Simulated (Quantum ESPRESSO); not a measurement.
## SnTe and the effect of the dispersion correction

The cell as given:

Symmetry: Fm-3m, No. 225, cubic system. The conventional cell has a = 6.302 Å, b = 6.302 Å, c = 6.302 Å, α = 90.00°, β = 90.00°, γ = 90.00°. Te (site symmetry m-3m) has 6 Sn at 3.15 Å as nearest neighbours. Sn (site symmetry m-3m) has 6 Te at 3.15 Å as nearest neighbours.

Kept alike: task relaxation of cell and atoms; functional PBEsol; k mesh 7 × 7 × 7; occupations fermi-dirac, width 0.05 eV; no spin polarisation. Program: Quantum ESPRESSO, GBRV 1.5 PBEsol, cutoff 925 eV. The mesh is that of the run's cell of 2 atoms. No spin-orbit coupling.

```csv
dispersion correction,volume (Å³/atom)
D3(zero),30.369
D3(BJ),29.689
D4,30.006
none,30.812
rVV10,29.679
```

The relaxations keep at least the cell's symmetry (Fm-3m). Relaxations stop with a little pressure left, so the last digits of a volume or edge aren't settled.

What does the dispersion correction change here?

The volume runs from 29.679 (rVV10) to 30.812 Å³/atom (none). Against no correction: D3(zero) -1.4 %; D3(BJ) -3.6 %; D4 -2.6 %; rVV10 -3.7 %. Dispersion terms mostly attract and so lower the volume; the schemes' coefficients and damping set how far.
